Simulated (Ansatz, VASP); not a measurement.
# Two plane-wave programs on HfN

```xyz
2
Lattice="0.0000 2.3848 2.0270 2.3848 0.0000 2.0270 2.3848 2.3848 0.0000" Properties=species:S:1:pos:R:3 pbc="T T T"
Hf    0.0000    0.0000    0.0000
N     2.3848    2.3848    2.0270
```

Alike in both runs: task single point; functional PBEsol; k mesh 20 × 20 × 20; occupations gaussian, width 0.15 eV; no spin polarisation.

|  | VASP | Ansatz |
| --- | --- | --- |
| version | VASP 6.6.1 | Ansatz 0.2.0 |
| potentials or method | VASP PAW PBE potentials, release 64 (Hf_pv, N) | scalar-relativistic, plane waves, PAW |
| plane-wave cutoff (eV) | 520 | 420 |
| valence electrons in the cell | 15 | 31 |

|  | VASP | Ansatz | Ansatz less VASP |
| --- | --- | --- | --- |
| gap on the k mesh at the Fermi level (eV) | none | none | - |
| pressure (GPa) | 14.1 | 15.6 | +1.51 |
| largest component of the traceless stress (GPa) | 72.33 | 71.62 | -0.707 |

A gap of «none» marks a metal or a gap that the smearing closes. With one functional, cell and mesh, what is left measures potentials, basis and numerics. The two sets of potentials don't hold the same shells in valence.

Caveats: the PAW data sets were made with another functional, which shifts forces and pressure a little (VASP). The runs have no spin-orbit coupling, so splittings on Hf are missing.
